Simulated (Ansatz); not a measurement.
**BaTiO$_{3}$: excitons and shallow donors from band masses and screening**

The calculation used DFT PBE, scalar-relativistic, plane waves, PAW in Ansatz 0.2.0.

Settings: cutoff 420 eV, Γ-centred mesh 8×8×8 on the computed 5-atom cell, Gaussian smearing of 0.02 eV; no spin polarisation.

Relaxed cell: Amm2, a = 3.972 Å, b = 5.781 Å, c = 5.832 Å, α = 90.00°, β = 90.00°, γ = 90.00°, 5 atoms in the primitive cell. Whether it is the stable form of this composition wasn't checked.

The calculation gives a Kohn–Sham gap of 2.39 eV, an electron mass of 0.867 mₑ and a hole mass of 1.35 mₑ (harmonic means over x, y, z and over the bands degenerate at each edge), and ε∞ = 5.94 (independent particles, mean of the diagonal). Masses and screening differ among the axes, which the isotropic model averages.

**Question.** Estimate the binding energy and radius of a Wannier–Mott exciton and of a shallow donor, and say whether the hydrogenic model can hold.

**Answer.** The reduced mass is μ = mₙmₕ/(mₙ + mₕ) = 0.528 mₑ, with mₙ and mₕ the band masses. With E_b = 13.606 eV × μ/ε² and a = 0.529 Å × ε/μ (μ in mₑ) the exciton has E_b = 203 meV and a = 6.0 Å. For a donor μ is the electron mass: 334 meV and 3.6 Å. The radius isn't large against the shortest lattice vector (3.97 Å), so the continuum picture is doubtful and the numbers are only a scale. In a polar crystal the ions screen too, so a state bound more weakly than an optical phonon feels the larger static constant, which lowers the energy and widens the orbit. The other way, the small Kohn–Sham gap and the missing local fields make ε∞ too large and the masses tend to be too light, which underbinds. The edges lie at different points of the zone, so the exciton is indirect.

Spin-orbit coupling is left out, which matters for the bands of heavy elements.